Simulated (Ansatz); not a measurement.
# Al2O3 in Ansatz: the effect of target pressure

The system is Al2O3.

```
Al O
1.0
     3.01748    0.00000    0.00000
    -1.50874    2.61322    0.00000
     0.00000    0.00000    7.57464
Al O
2 3
Direct
  0.00000 0.00000 0.72205
  0.00000 0.00000 0.27795
  0.00000 0.00000 0.50000
  0.66667 0.33333 0.80055
  0.33333 0.66667 0.19945
```

Measurements of this composition are mostly on another form, of space group No. 167.

Alike in all runs:

- Program: Ansatz 0.2.0
- Task: relaxation of cell and atoms
- Functional: PBEsol
- Potentials or basis: Ansatz PAW
- Cutoff: 420 eV (not typed: the program's choice for these potentials)
- k mesh: 10 × 10 × 4
- Occupations: fermi-dirac, width 0.05 eV
- Spin: no spin polarisation

Each run relaxes the cell or the atoms first.

```tsv
target pressure	relaxed volume (Å³/atom)	gap on the mesh (eV)
0 GPa	12.33	2.40
2 GPa	11.24	2.41
5 GPa	?	?
10 GPa	10.27	2.64
20 GPa	9.65	2.92
30 GPa	9.22	3.17
```

Task: What does the run with target pressure 5 GPa give?

Result: Relaxed volume 10.75 Å³/atom; gap on the mesh 2.49 eV.

Worked out: A parabola through the other rows of the relaxed volume, of slope -0.163 Å³/atom per GPa there, gives 11.08 Å³/atom, against the run's 10.75. A parabola through the other rows of the gap on the mesh, of slope 0.0265 eV per GPa there, gives 2.51 eV, against the run's 2.49.

Caveats: the plane-wave basis is chosen anew once the cell has moved, so the energies of steps on either side of that aren't comparable; the PAW data sets come from PBE, with cores solved anew for the run's functional, which leaves a small shift of forces and pressure; the volume moved by over 15 % at a fixed basis, so the end points are rough (some runs).

A k mesh can miss the band edges.
